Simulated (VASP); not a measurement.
A VASP 6.6.1 single-point calculation on LiBr

INCAR

```
EDIFF = 1E-7
ISMEAR = 1
NBANDS = 12
LASPH = .TRUE.
LCHARG = .FALSE.
NSW = 0
GGA = PE
NELM = 50
PREC = Accurate
IBRION = -1
LREAL = .FALSE.
LWAVE = .FALSE.
SIGMA = 0.4
ISIF = 2
ENCUT = 520
```

KPOINTS

```
KPOINTS created by Atomic Simulation Environment
0
Gamma
8 8 8
0 0 0
```

POSCAR

```
Li Br
 1.0000000000000000
     0.0000000000000000    2.7395650435999999    2.7806585192000002
     2.7395650435999999    0.0000000000000000    2.7806585192000002
     2.7395650435999999    2.7395650435999999    0.0000000000000000
 Li  Br
   1   1
Cartesian
  0.0000000000000000  0.0000000000000000  0.0000000000000000
  2.7395650435999999  2.7395650435999999  2.7806585192000006
```

The recommended PBE PAW datasets give the neutral cell 10 valence electrons.

Command

```
mpirun -np 1 vasp_std
```

How does this run end, and what does it give?

It converged. Results: gap between bands v and c on the k mesh 4.91 eV; least direct gap on the k mesh 4.91 eV; pressure -0.1 GPa. Band v is the last that the valence electrons fill when counted band by band, and c is the next.

OSZICAR

```
N       E                     dE             d eps       ncg     rms          rms(c)
DAV:   1     0.415888535711E+02    0.41589E+02   -0.37699E+03  1416   0.747E+02
DAV:   2    -0.403397696802E+01   -0.45623E+02   -0.43745E+02  1824   0.134E+02
DAV:   3    -0.659445955923E+01   -0.25605E+01   -0.25531E+01  1888   0.333E+01
DAV:   4    -0.666155687239E+01   -0.67097E-01   -0.67080E-01  1972   0.526E+00
DAV:   5    -0.666229894260E+01   -0.74207E-03   -0.74204E-03  1864   0.519E-01    0.194E+00
DAV:   6    -0.662952492280E+01    0.32774E-01   -0.63074E-02  1788   0.116E+00    0.118E+00
DAV:   7    -0.663193748743E+01   -0.24126E-02   -0.39516E-02  2012   0.102E+00    0.433E-01
DAV:   8    -0.663434446752E+01   -0.24070E-02   -0.43663E-03  1696   0.414E-01    0.625E-02
DAV:   9    -0.663433665368E+01    0.78138E-05   -0.11261E-04  1728   0.742E-02    0.258E-02
DAV:  10    -0.663436133422E+01   -0.24681E-04   -0.52718E-05  1644   0.466E-02    0.139E-02
DAV:  11    -0.663436575407E+01   -0.44198E-05   -0.55499E-06  1828   0.134E-02    0.410E-03
DAV:  12    -0.663436585972E+01   -0.10566E-06   -0.28806E-07  1724   0.375E-03    0.198E-03
DAV:  13    -0.663436540178E+01    0.45794E-06   -0.93238E-08  1092   0.158E-03    0.325E-04
DAV:  14    -0.663436548867E+01   -0.86882E-07   -0.47776E-09   872   0.510E-04
   1 F= -.66343655E+01 E0= -.66422805E+01  d E =0.237450E-01
```

Standard output (part)

```
POSCAR found type information on POSCAR LiBr
 POSCAR found :  2 types and       2 ions
 LDA part: xc-table for (Slater+PW92), standard interpolation
 POSCAR, INCAR and KPOINTS ok, starting setup
 WAVECAR not read
 entering main loop
```

One setting is odd (smearing far too wide), but here it hardly changes the result.

On sound settings PBE gives a gap of 4.91 eV on its mesh and a pressure of 0.0 GPa for the intended cell. This run's energy (σ→0) differs from it by 1 meV an atom.
